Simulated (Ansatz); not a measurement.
Li: computed properties

These are results of DFT PBE, scalar-relativistic, plane waves, PAW (Ansatz 0.2.0), not measurements.

Plane waves to 420 eV, a k mesh through Γ of 8×8×8 on the computed 10-atom cell and Gaussian smearing (0.10 eV); no spin polarisation.

The structure is relaxed at this level of theory with its symmetry kept, and needn't be the ground state of this composition.

```cif
data_structure
_symmetry_space_group_name_H-M 'P 1'
_symmetry_Int_Tables_number 1
_cell_length_a 8.0669
_cell_length_b 8.0669
_cell_length_c 5.0090
_cell_angle_alpha 90.000
_cell_angle_beta 90.000
_cell_angle_gamma 38.353
_cell_volume 202.26
loop_
_atom_site_label
_atom_site_type_symbol
_atom_site_fract_x
_atom_site_fract_y
_atom_site_fract_z
_atom_site_occupancy
Li1 Li 0.93482 0.26518 0.25000 1
Li2 Li 0.06518 0.73482 0.75000 1
Li3 Li 0.26518 0.93482 0.75000 1
Li4 Li 0.73482 0.06518 0.25000 1
Li5 Li 0.33484 0.66516 0.25000 1
Li6 Li 0.66516 0.33484 0.75000 1
Li7 Li 0.53488 0.86506 0.25000 1
Li8 Li 0.46512 0.13494 0.75000 1
Li9 Li 0.86506 0.53488 0.75000 1
Li10 Li 0.13494 0.46512 0.25000 1
```

| Quantity | Value |
| --- | --- |
| Space group | Cmcm (No. 63) |
| Volume per atom | 20.23 Å³ |
| Energy over the standard state (uncorrected) | -0.002 eV/atom |
| Kohn–Sham band gap | none (metal) |
| Density of states at the Fermi level | 5.0 states/eV per cell |

The cell was reached from a generator's guess, though it ends in a space group that the Crystallography Open Database lists for this formula.
